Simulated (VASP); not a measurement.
A run of VASP 6.6.1 is set up as follows.

INCAR

```
SYSTEM = InAs
PREC = Accurate ; ENCUT = 520
EDIFF = 1E-6 ; ISMEAR = 0
SIGMA = 0.1 ; LREAL = .False.
LASPH = .True. ; NELM = 100
ALGO = Normal ; ISIF = 2
LWAVE = .False. ; LCHARG = .False.
GGA = PE ; NBANDS = 16
```

KPOINTS

```
Automatic mesh
0
Gamma
  6 6 6
  0 0 0
```

File POSCAR:

```
InAs
1.0
    0.0000000000      3.0180000000      3.0180000000
    3.0180000000      0.0000000000      3.0180000000
    3.0180000000      3.0180000000      0.0000000000
In As
1 1
Direct
    0.0000000000      0.0000000000      0.0000000000
    0.2500000000      0.2500000000      0.2500000000
```

Potentials or basis: VASP PAW PBE potentials, release 64 (In_d, As).

Command:

```sh
$ cat potpaw_PBE.64/In_d/POTCAR potpaw_PBE.64/As/POTCAR > POTCAR
$ mpirun -np 1 vasp_std > vasp.out
```

**Question.** Estimate the band gap on the k mesh.

**Answer.** None (metal or under the smearing width).

**Question.** Estimate the pressure.

**Answer.** 4.4 GPa.

Caveat: this crystal is a semiconductor, whose small gap the functional closes, so the metal is an error of the method.

**What was measured.**

From a printed reference work, data compilation, for a bulk crystal of InAs at 4.2 K: band gap 0.418 eV (direct).

Measured gap of InAs: 0.418 eV (direct; 4.2 K; a printed reference work, data compilation). This calculation gives 0.00 eV (-0.42 eV). Spin-orbit coupling on As, In is left out. The value is that of PBE on a finite k mesh, which can miss the band edges, without temperature or zero-point motion. Semilocal functionals fall short of measured gaps as a rule.
